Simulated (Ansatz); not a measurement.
Zinc-blende AlSb was calculated with rVV10 (Ansatz, a first-principles code, PAW).

Total energies, extrapolated to zero smearing (they compare only within this program, potentials and cutoff; free atoms with spin allowed, lowest state found):

```json
[
 {"system": "zinc-blende AlSb, relaxed", "energy (eV/atom)": "-3538.7835"},
 {"system": "free Al atom", "energy (eV/atom)": "-543.8307"},
 {"system": "free Sb atom", "energy (eV/atom)": "-6526.8451"}
]
```

Q: Work out the cohesive energy per atom.

A: E_coh = [1 × (-543.8307) + 1 × (-6526.8451)]/2 − (-3538.7835) = 3.45 eV/atom. The reference value is 3.31 eV/atom (measured, zero-point energy (9/8 kB θD) added and atomic spin-orbit splittings removed, spin-orbit-averaged atoms; as tabulated in Paulus et al. (1996), arXiv:cond-mat/9605064), a difference of +0.14 eV/atom.

Spin–orbit coupling is left out; its size isn't shown.

The PAW data were made under PBE.
